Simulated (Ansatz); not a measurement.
Molecular dynamics on a 2×2×1 supercell (16 atoms) of Si (lonsdaleite), relaxed with r2SCAN. Forces come from PBE in the plane-wave code Ansatz: a Nosé-Hoover thermostat at fixed volume, 1000 K, steps of 1.5 fs. Spin polarisation is off, nuclei are classical, and the run is far too short for thermal averages.

```yaml
crystal:
  lattice:
    - [7.6642590827, 0.0, 0.0]
    - [-3.8321295414, 6.6374430668, 0.0]
    - [0.0, 0.0, 6.3412168871]
  atoms:
    - { symbol: Si, position: [0.1666666667, 0.3333333333, 0.0005609413] }
    - { symbol: Si, position: [0.3333333333, 0.1666666667, 0.5005609413] }
    - { symbol: Si, position: [0.1666666667, 0.3333333333, 0.3744390587] }
    - { symbol: Si, position: [0.3333333333, 0.1666666667, 0.8744390587] }
    - { symbol: Si, position: [0.1666666667, 0.8333333333, 0.0005609413] }
    - { symbol: Si, position: [0.3333333333, 0.6666666667, 0.5005609413] }
    - { symbol: Si, position: [0.1666666667, 0.8333333333, 0.3744390587] }
    - { symbol: Si, position: [0.3333333333, 0.6666666667, 0.8744390587] }
    - { symbol: Si, position: [0.6666666667, 0.3333333333, 0.0005609413] }
    - { symbol: Si, position: [0.8333333333, 0.1666666667, 0.5005609413] }
    - { symbol: Si, position: [0.6666666667, 0.3333333333, 0.3744390587] }
    - { symbol: Si, position: [0.8333333333, 0.1666666667, 0.8744390587] }
    - { symbol: Si, position: [0.6666666667, 0.8333333333, 0.0005609413] }
    - { symbol: Si, position: [0.8333333333, 0.6666666667, 0.5005609413] }
    - { symbol: Si, position: [0.6666666667, 0.8333333333, 0.3744390587] }
    - { symbol: Si, position: [0.8333333333, 0.6666666667, 0.8744390587] }
kpoints:
  mp_grid: { grid: [3, 3, 2] }
hamiltonian:
  xc: pbe
scf:
  occupations: { method: fermi_dirac, width: 0.086 }
md:
  ensemble: nvt_nose_hoover
  temperature: 1000
  timestep: 1.5
  n_steps: 40
  initial_velocities: maxwell_boltzmann
  seed: 9828
```

Run as `ansatz run input.yaml --threads 4 --pin off --max-ram 3686MiB --backend cpu --events-out ev --progress --plain --runs-dir out`. Wall time 2.8 min on 4 threads of Arm Neoverse N1 (shared host), load about 0.8 per core; peak host memory 0.73 GiB.

```
step  t (fs)  T (K)  free energy F from step 0 (meV/atom)  kinetic energy (meV/atom)  largest force (eV/Å)
   0       0   1000                                   0.0                      121.2                  0.04
   1     1.5    986                                   1.7                      119.5                  0.44
   2       3    945                                   6.7                      114.6                  0.84
   3     4.5    882                                  14.4                      106.9                  1.19
   4       6    800                                  24.3                       97.0                  1.49
   5     7.5    706                                  35.8                       85.5                  1.75
   6       9    606                                  48.1                       73.4                  1.97
   7    10.5    506                                  60.3                       61.3                  2.16
   8      12    413                                  71.6                       50.0                  2.36
   9    13.5    333                                  81.4                       40.4                  2.51
  10      15    271                                  89.0                       32.8                  2.62
  11    16.5    229                                  94.1                       27.8                  2.66
  12      18    210                                  96.5                       25.4                  2.65
  13    19.5    213                                  96.1                       25.8                  2.61
  14      21    236                                  93.3                       28.7                  2.60
  15    22.5    278                                  88.4                       33.6                  2.56
  16      24    332                                  81.9                       40.2                  2.50
  17    25.5    395                                  74.4                       47.9                  2.43
  18      27    463                                  66.4                       56.1                  2.34
  19    28.5    530                                  58.4                       64.2                  2.24
  20      30    593                                  51.1                       71.8                  2.12
  21    31.5    647                                  44.8                       78.4                  1.98
  22      33    691                                  39.9                       83.7                  1.83
  23    34.5    722                                  36.6                       87.5                  1.65
  24      36    738                                  35.1                       89.4                  1.45
  25    37.5    738                                  35.6                       89.4                  1.36
  26      39    723                                  37.9                       87.6                  1.43
  27    40.5    693                                  42.0                       83.9                  1.53
  28      42    649                                  47.8                       78.6                  1.66
  29    43.5    593                                  55.0                       71.9                  1.82
  30      45    529                                  63.2                       64.2                  2.01
  31    46.5    460                                  72.0                       55.7                  2.23
  32      48    389                                  80.9                       47.2                  2.49
  33    49.5    322                                  89.5                       39.0                  2.78
  34      51    262                                  97.0                       31.7                  3.07
  35    52.5    214                                 103.0                       26.0                  3.36
  36      54    183                                 106.9                       22.2                  3.60
  37    55.5    173                                 108.4                       20.9                  3.79
  38      57    184                                 107.3                       22.3                  3.89
  39    58.5    217                                 103.5                       26.3                  3.89
  40      60    270                                  97.3                       32.7                  3.78
```

The temperature starts at 1000 K, is lowest at step 37 (173 K, 55.5 fs) and ends at 270 K. The thermostat hasn't had time to restore it. The atoms start on their lattice sites with kinetic energy alone, so much of it first passes into potential energy. By the last step the atoms have moved 0.19 Å in the root mean square, the drift of the whole cell taken out, 0.32 Å at most.

Positions (Å) and forces (eV/Å) at step 40:
```
Si   0.166   2.130   0.127    -1.475  -0.011   0.225
Si   1.886   1.132   3.175    -1.193   0.708   0.431
Si  -0.187   2.331   2.601     1.064  -3.121  -1.844
Si   2.119   1.253   5.553     0.019  -0.590  -0.302
Si  -1.776   5.643  -0.023    -2.095   0.408   0.184
Si  -0.021   4.377   3.180     0.179   3.395   0.609
Si  -1.969   5.638   2.337     0.434  -1.335   0.164
Si  -0.166   4.305   5.577     1.315  -0.723  -0.548
Si   4.019   2.415  -0.116     0.087  -1.600   0.791
Si   5.697   0.967   3.202    -0.807   1.287   0.219
Si   3.700   2.166   2.238     1.396  -0.210   0.161
Si   5.791   0.967   5.595     0.567   1.066  -0.155
Si   1.741   5.441   0.008     0.553  -0.346   0.112
Si   3.832   4.328   3.085     0.974   0.177   0.606
Si   2.054   5.505   2.369    -1.629  -0.811  -0.474
Si   3.774   4.500   5.480     0.611   1.706  -0.179
```
